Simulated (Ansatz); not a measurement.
The system is BAs.

```
CELL_PARAMETERS angstrom
2.93437 0.00000 0.00000
0.00000 2.93437 0.00000
0.00000 0.00000 2.93437
ATOMIC_POSITIONS crystal
B 0.50000 0.50000 0.50000
As 0.00000 0.00000 0.00000
```

The cell was built by a generator and needn't be a form met in nature.

Below is the output of Ansatz 0.2.0 for this cell. Logs are shortened: lines on timing, memory, paths and dates and some standing lists are left out, and cuts for length are marked.

```text
Warning: RAYON_NUM_THREADS=2 ignored (pool sized by the plan → 2); use --threads N
Engine: ansatz 0.2.0, x86_64-unknown-linux-gnu
Pseudopotentials: kind: paw
Pseudopotential: B, paw, valence charge 3, recommended cutoff 420 eV (normal), B.paw.azcp
Pseudopotential: As, paw, valence charge 15, recommended cutoff 420 eV (normal), As.paw.azcp
Functional definition: PBE
  parameter kappa = 0.804
  parameter beta = 0.06672455060314922
  exchange = pbe_x(kappa = kappa, mu = beta*pi^2/3)
  correlation = pbe_c(beta = beta)
Crystal: 2 atoms, lattice volume = 25.266 Å³
Basis set: ecut = 420 eV, 485 PW (Γ), exchange–correlation on 40×40×40 points (8 copies of the dense FFT grid, shifted against one another)
Bands: 13, of which v1, the nominal top of the filled ones, is band 9 counted from 1 (8 counted from 0)
Symmetry: 48 space group operations
Space group: Pm-3m (ITA 221), of the structure as read, at distance tolerance 2.9e-5 Å
k-points: 35 of 729
Non-local potential: B, projectors of the file, l = 0: 2, l = 1: 2, l = 2: 1
Non-local potential: As, projectors of the file, l = 0: 2, l = 1: 2, l = 2: 3, l = 3: 1
PAW form: soft (Blöchl's): semilocal exchange-correlation on the pseudo side does not see the compensation charge
PAW one-centre angular grid: B, 110 points (default); XC on 64 Gauss nodes
PAW one-centre angular grid: As, 590 points (default); XC on 64 Gauss nodes
Initial density: superposition of atomic densities (neutral atoms: chi_scale 0, normalization atom), corrected by the library's trained network
Initial wavefunctions: pseudopotential atomic-orbital guess
Functional: x = pbe(κ = 0.804, μ = 0.2195149727645171), c = pbe(β = 0.06672455060314922)
SCF iter   1: F=—  HF=-5009.019754 eV  |F-HF|=—  |Δ(HF+E_count)|=         —  Δρ=1.81e-3  dr2=8.35e-4  ethr=1.77e-3  ⟨swp⟩=5.0  Hψ=5212  notcnv=0  defer=4
automatic band count: the SCF goes on with 17 bands, as 13 were too few: the levels above may hold too much charge
preconditioner: auto → none  [metal: Δε(μ)=0.073 eV  Ē_g=15.634 eV  σ=0.050 eV  W_gap=0.35  n_scr=6 (ndim 8)  ℏωp=20.9 eV  f_vac=0.000  D(μ)=1.28/eV (n_scr^D=18)  sad-step TF]
SCF iter   2: F=—  HF=-5009.019613 eV  |F-HF|=—  |Δ(HF+E_count)|=   1.41e-4  Δρ=1.17e-3  dr2=3.64e-4  ethr=4.64e-6  ⟨swp⟩=1.7  Hψ=923  notcnv=0  defer=11
SCF iter   3: F=—  HF=-5009.019626 eV  |F-HF|=—  |Δ(HF+E_count)|=   1.31e-5  Δρ=2.66e-4  dr2=2.92e-5  ethr=2.02e-6  ⟨swp⟩=2.4  Hψ=803  notcnv=0  defer=11
SCF iter   4: F=—  HF=-5009.019603 eV  |F-HF|=—  |Δ(HF+E_count)|=   2.34e-5  Δρ=1.16e-4  dr2=4.00e-6  ethr=1.62e-7  ⟨swp⟩=2.0  Hψ=784  notcnv=0  defer=11
SCF iter   5: F=—  HF=-5009.019603 eV  |F-HF|=—  |Δ(HF+E_count)|=   6.98e-9  Δρ=4.75e-5  dr2=9.25e-7  ethr=2.22e-8  ⟨swp⟩=2.0  Hψ=822  notcnv=0  defer=11
SCF iter   6: F=—  HF=-5009.019602 eV  |F-HF|=—  |Δ(HF+E_count)|=   6.89e-7  Δρ=1.72e-5  dr2=1.20e-7  ethr=5.14e-9  ⟨swp⟩=2.3  Hψ=748  notcnv=0  defer=11
SCF iter   7: F=-5009.019602 eV  HF=-5009.019602 eV  |F-HF|=6.28e-9  |Δ(HF+E_count)|=   1.03e-7  Δρ=2.68e-6  dr2=2.98e-9  ethr=5.56e-10  ⟨swp⟩=6.6  Hψ=2361  notcnv=0
SCF 1 converged in 7 iterations: F = -5009.019602 eV  dr2 = 2.98e-9
  greatest PAW one-centre occupation: 0.999 electrons in one spin orbital (limit 2), on the As atom at site 1 (counted from 0), in its partial waves of l = 2
SCF converged after 7 iterations
Free energy (F): -5009.019602 eV
Harris-Foulkes:  -5009.019602 eV  (|F-HF|=6.28e-9)
Internal energy: -5009.009495 eV  (E = F + TS)
E sigma→0 (E₀):  -5009.014548 eV
Entropy (-TS):   -0.010107 eV (-5.054 meV/atom)
Fermi energy:    12.466859 eV
--- Per-component energies (eV) ---
  E_band       = -184.565103
  E_kinetic    = 142.864118
  E_local      = -1547.395453  (includes V_loc(G=0)·N_el)
  E_nonlocal   = -656.066837
  E_hartree    = 880.711959
  E_xc         = -109.801010
  E_vxc        = -115.430601  (∫ρ·V_xc dr)
  E_paw        = -1913.209614  (= ΣΔE_a)
  E_vpaw       = 230.037074  (= ΣTr[D̂ρ^β])
  E_aug_tail   = 0.000007  (compensation charges beyond the density's cutoff)
  E_ewald      = -1806.112665
  E_smearing   = -0.010107  (= −TS)
  E_closure    = 0.000000  (closes the sum)
  Σ components = -5009.019602   (vs F -5009.019602, Δ=0.00e0)
--- Forces (eV/Å), atoms counted from 1 ---
  atom   1  B      0.00000000    -0.00000000     0.00000000
  atom   2  As    -0.00000000    -0.00000000     0.00000000
  max |Σ_I F_I| component: 2.14e-31 eV/Å
--- Stress (GPa, compression-positive) ---
        0.347243       0.000000       0.000000
       -0.000000       0.347243       0.000000
        0.000000       0.000000       0.347243
  P = ⅓ Tr σ = 0.3472 GPa (3.472 kbar)
--- Band table (eV; the first three rows and the last of 35) ---
  k-point 0: bands = ["-23.7281", "-23.7281", "-23.6795", "-23.6795", "-23.6795", "-3.1668", "11.7430", "11.7430", "11.7430", "12.3387", "18.2702", "18.2702", "21.9008", "21.9008", "21.9008", "31.9873", "31.9873"]
  k-point 1: bands = ["-23.7279", "-23.7232", "-23.6810", "-23.6810", "-23.6794", "-2.9720", "9.6828", "11.9436", "11.9436", "13.3793", "18.4713", "19.6354", "21.3939", "21.3939", "21.5672", "31.3069", "31.3069"]
  k-point 2: bands = ["-23.7273", "-23.7109", "-23.6847", "-23.6847", "-23.6791", "-2.3960", "7.0679", "12.5400", "12.5400", "14.1117", "19.0714", "19.9835", "20.0447", "20.0447", "23.3789", "28.6162", "30.8862"]
  k-point 34: bands = ["-23.7047", "-23.7047", "-23.7047", "-23.6643", "-23.6643", "4.7606", "8.3692", "9.1432", "9.1432", "10.1773", "11.2979", "11.2979", "12.6168", "31.6936", "32.0177", "32.0177", "38.9305"]
```

Q: Write the input and the command behind it.

A: Single point with PBE, no spin polarisation. The files as run (others can give the same):

input.yaml
```yaml
crystal:
  lattice:
    - [2.93437, 0.0, 0.0]
    - [0.0, 2.93437, 0.0]
    - [0.0, 0.0, 2.93437]
  atoms:
    - { symbol: B, position: [0.5, 0.5, 0.5] }
    - { symbol: As, position: [0.0, 0.0, 0.0] }
hamiltonian:
  xc: pbe
  pseudopotentials: { kind: paw }
kpoints:
  mp_grid: { grid: [9, 9, 9] }
scf:
  occupations: { method: fermi_dirac, width: 0.05 }
output:
  forces: true
  stress: true
  eigenvalues: true
```

Potentials or basis: Ansatz PAW.
Launch:
```sh
$ ansatz run input.yaml --threads 2 --pin off --max-ram 5632MiB --backend cpu --events-out ev --progress --plain --runs-dir out
```
